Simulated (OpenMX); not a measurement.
**PtS2 under changes of volume**

One of the cells (18.261 Å³/atom); the others are scaled copies at fixed shape and fractional positions:

```xyz
3
Lattice="3.5432 0.0000 0.0000 -1.7716 3.0685 0.0000 0.0000 0.0000 5.0388" Properties=species:S:1:pos:R:3 pbc="T T T"
Pt    0.0000    0.0000    0.0000
S     1.7716    1.0228    3.8950
S     0.0000    2.0457    1.1438
```

```yaml
Program: OpenMX 3.8.5
Functional: PBE
Potentials_or_basis: OpenMX 2013 PBE set, Pt7.0-s3p2d2f1, S7.0-s2p2d1f1, fixed grid of 36 × 36 × 60 points
k_mesh: 9 × 9 × 5
Occupations: fermi-dirac, width 0.05 eV
Spin: no spin polarisation
```

```csv
volume (Å³/atom),energy over the lowest point (meV/atom),gap on the mesh (eV),largest force (eV/Å)
17.165,?,?,?
17.531,146.94,1.07,2.348
17.896,100.66,1.05,1.968
18.261,63.63,1.02,1.620
18.626,34.99,1.00,1.298
18.992,14.04,0.97,1.000
19.357,0.00,0.95,0.729
```

What does the run at 17.165 Å³/atom give?

Energy over the lowest point 203.62 meV/atom; gap on the mesh 1.10 eV; largest force 2.761 eV/Å.

Worked out: A Birch-Murnaghan fit of order 3 (a polynomial in V^(-2/3)) to the other rows has no minimum within the range. It gives 203.64 meV/atom at 17.165 Å³/atom, against the run's 203.62. A straight line through the other rows of the gap, of slope -1.24 eV per unit of ln V, extrapolates to 1.10 eV, against the run's 1.10.

Energies are extrapolated to zero smearing.

Caveats: spin-orbit coupling is left out, which moves the levels of the heavy elements; an odd mesh through Γ misses points on the zone boundary, where band edges often lie; the basis of atomic orbitals isn't converged, which shifts pressures, moduli and gaps; forces of over 1 eV/Å show positions far from the minimum, so gaps and moduli don't describe the material at rest (some runs).
